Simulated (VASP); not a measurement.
The system is Se.

```
CELL_PARAMETERS angstrom
-1.93583 1.93583 1.93583
1.93583 -1.93583 1.93583
1.93583 1.93583 -1.93583
ATOMIC_POSITIONS crystal
Se 0.00000 0.00000 0.00000
```

The cell was built by a generator and needn't be a form met in nature.

- Program: VASP 6.6.1
- Task: relaxation of cell and atoms
- Functional: r2SCAN
- Potentials or basis: VASP PAW PBE potentials, release 64 (Se)
- Cutoff: 600 eV
- k mesh: 6 × 6 × 6
- Occupations: gaussian, width 0.1 eV
- Spin: no spin polarisation

At the start: pressure -11.2 GPa; volume 29.02 Å³/atom.

Q: Where does the relaxation end?

A: Over 4 steps the energy falls by 442.5 meV/atom and the volume is 20.08 Å³/atom (-30.8 %); space group Im-3m (No. 229, to 0.05 Å).

The path:
```tsv
step	energy change (eV)	largest force (eV/Å)	pressure (GPa)	volume (Å³)
1	0.0000	0.0000	-11.24	29.02
2	-0.4293	0.0000	-3.38	21.28
3	-0.4422	0.0000	-0.59	20.28
4	-0.4425	0.0000	0.04	20.08
```

Final structure:
```
Se
1.0
    -1.71229    1.71229    1.71229
     1.71229   -1.71229    1.71229
     1.71229    1.71229   -1.71229
Se
1
Direct
  0.00000 0.00000 0.00000
```

Caveat: the k mesh is coarse (spacing up to 0.38 Å⁻¹), so the values aren't converged; the volume moved by over 15 % at a fixed basis, so the end points are rough; the PAW data sets were made with another functional, which shifts forces and pressure a little.
